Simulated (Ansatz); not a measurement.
**SiC (Moissanite): properties at the relaxed cell**

The task here is to estimate one member of a computed series from the others.

The COD entry's cell or inner coordinates are ideal or old and differ from later refinements, so a difference from it is no clean test against experiment.

Program: Ansatz 0.2.0. Level of theory: DFT PBE, scalar-relativistic, plane waves, PAW. These are calculated values, not measurements.

**The system as given**

It takes space group P6_3mc (No. 186, hexagonal). The conventional cell has a = 3.092 Å, b = 3.092 Å, c = 5.074 Å, α = 90.00°, β = 90.00°, γ = 120.00°. Si (site symmetry 3m) has 4 C at 1.89 to 1.91 Å as nearest neighbours. C (site symmetry 3m) is surrounded by 4 Si at 1.89 to 1.91 Å.

Structure file:

```xyz
4
Lattice="3.0919 0.0000 0.0000 -1.5460 2.6777 0.0000 0.0000 0.0000 5.0743" Properties=species:S:1:pos:R:3 pbc="T T T"
Si    1.5460    0.8926   -0.0021
Si    0.0000    1.7851    2.5350
C     1.5460    0.8926    1.9050
C     0.0000    1.7851    4.4421
```

It is the result of an earlier relaxation at this level (volume 10.50 Å³/atom; gap on the mesh: 2.31 eV).

The first run:

Input file input.yaml:

```yaml
crystal:
  lattice:
    - [3.0919379459, 0.0, 0.0]
    - [-1.545968973, 2.6776968081, 0.0]
    - [0.0, 0.0, 5.0742918075]
  atoms:
    - { symbol: Si, position: [0.6666666667, 0.3333333333, -0.0004183979] }
    - { symbol: Si, position: [0.3333333333, 0.6666666667, 0.4995816021] }
    - { symbol: C, position: [0.6666666667, 0.3333333333, 0.3754183979] }
    - { symbol: C, position: [0.3333333333, 0.6666666667, 0.8754183979] }
basis:
  ecutwfc: 420
kpoints:
  mp_grid: { grid: [12, 12, 6] }
hamiltonian:
  xc: pbesol
scf:
  occupations: { method: gaussian, width: 0.02 }
output:
  forces: true
  stress: true
  eigenvalues: true
relax:
  adjacent_minimum: "off"
  f_tol: 0.005
  max_steps: 50
  cell: { stress_tol: 0.05 }
```

Run with:

```sh
ansatz run input.yaml --threads 1 --pin off --max-ram 2560MiB --backend cpu --events-out ev --progress --plain --runs-dir out
```

Among the steps run: Relaxing with PBEsol; Relaxing with PBE+D3(BJ); The cell under LDA; The cell under r2SCAN.

One table of the session follows, with a row left open; its other results are not shown here.

```
functional  a (Å)  b (Å)  c (Å)  volume (Å³/atom)  gap on the mesh (eV)
       PBE  3.092  3.092  5.074             10.50                  2.31
    PBEsol      ?      ?      ?                 ?                     ?
PBE+D3(BJ)  3.070  3.070  5.038             10.28                  2.27
       LDA  3.056  3.056  5.016             10.14                  2.13
    r2SCAN  3.075  3.075  5.048             10.34                  2.65
```

Estimate the missing values for PBEsol.

As computed: a (Å): 3.076; b (Å): 3.076; c (Å): 5.048; volume (Å³/atom): 10.34; gap on the mesh (eV): 2.12. In the column «a (Å)» it lies between r2SCAN (3.075) and PBE (3.092).

The volumes rise in the order LDA, PBE+D3(BJ), r2SCAN, PBEsol, PBE, over 3.5 %. PBEsol comes nearest to the reported cell (-0.0 %), which holds thermal expansion that these runs lack.
